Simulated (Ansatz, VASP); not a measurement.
**Nb in VASP and in Ansatz**

```
Nb
1.0
     2.83678   -0.01739    0.41413
    -1.43345    2.48281    0.00000
     1.77316    1.02373    2.81222
Nb
1
Direct
  0.00000 0.00000 0.00000
```

Change from the starting cell: band edges of the strained film's bulk.

Alike in both runs: task single point; functional PBEsol; k mesh 12 × 12 × 14; occupations gaussian, width 0.1 eV; no spin polarisation.

|  | VASP | Ansatz |
| --- | --- | --- |
| version | VASP 6.6.1 | Ansatz 0.2.0 |
| potentials or method | VASP PAW PBE potentials, release 64 (Nb_sv) | scalar-relativistic, plane waves, PAW |
| plane-wave cutoff (eV) | 520 | 420 |
| valence electrons in the cell | 13 | 13 |

```tsv
	VASP	Ansatz	Ansatz less VASP
gap on the k mesh at the Fermi level (eV)	none	none	-
pressure (GPa)	5.5	5.8	+0.31
largest component of the traceless stress (GPa)	9.35	9.37	+0.018
```

A gap of «none» marks a metal or a gap that the smearing closes. With one functional, cell and mesh, what is left measures potentials, basis and numerics.

Caveats: the PAW data sets were made with another functional, which shifts forces and pressure a little (VASP).
